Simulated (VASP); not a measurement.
Cu:

```
Cu
1.0
    -1.44279    1.44279    1.37608
     1.44279   -1.44279    1.37608
     1.44279    1.44279   -1.37608
Cu
1
Direct
  0.00000 0.00000 0.00000
```

This isn't the form of Cu at room conditions, which is fcc.

- Program: VASP 6.6.1
- Task: relaxation of cell and atoms
- Functional: PBE
- Potentials or basis: VASP PAW PBE potentials, release 64 (Cu)
- Cutoff: 600 eV
- k mesh: 20 × 20 × 20
- Occupations: gaussian, width 0.1 eV
- Spin: no spin polarisation

At the start: pressure 7.9 GPa; volume 11.46 Å³/atom.

Task: How do energy, volume and symmetry change on relaxing?

Result: Over 21 steps the energy falls by 14.4 meV/atom and the volume is 12.06 Å³/atom (+5.3 %); space group I4/mmm (No. 139, to 0.05 Å).

Step by step:
```tsv
step	energy change (eV)	largest force (eV/Å)	pressure (GPa)	volume (Å³)
1	0.0000	0.0000	7.90	11.46
2	-0.0099	0.0000	-3.63	12.42
3	-0.0141	0.0000	-0.05	12.06
4	-0.0141	0.0000	0.48	12.05
5	-0.0142	0.0000	-0.03	12.05
6	-0.0143	0.0000	-0.30	12.06
7	-0.0144	0.0000	-0.79	12.08
8	-0.0144	0.0000	-0.02	12.07
9	-0.0144	0.0000	-0.04	12.07
10	-0.0144	0.0000	0.00	12.06
11	-0.0144	0.0000	0.39	12.06
12	-0.0144	0.0000	0.04	12.06
13	-0.0144	0.0000	0.16	12.06
14	-0.0144	0.0000	0.07	12.06
15	-0.0144	0.0000	0.03	12.06
16	-0.0144	0.0000	0.07	12.06
17	-0.0144	0.0000	0.36	12.06
18	-0.0144	0.0000	0.64	12.06
19	-0.0144	0.0000	0.07	12.06
20	-0.0144	0.0000	0.06	12.06
21	-0.0144	0.0000	-0.01	12.06
```

Final structure:
```cif
data_structure
_symmetry_space_group_name_H-M 'P 1'
_symmetry_Int_Tables_number 1
_cell_length_a 2.5049
_cell_length_b 2.5049
_cell_length_c 2.5049
_cell_angle_alpha 107.742
_cell_angle_beta 107.742
_cell_angle_gamma 112.989
_cell_volume 12.06
loop_
_atom_site_label
_atom_site_type_symbol
_atom_site_fract_x
_atom_site_fract_y
_atom_site_fract_z
_atom_site_occupancy
Cu1 Cu 0.00000 0.00000 0.00000 1
```
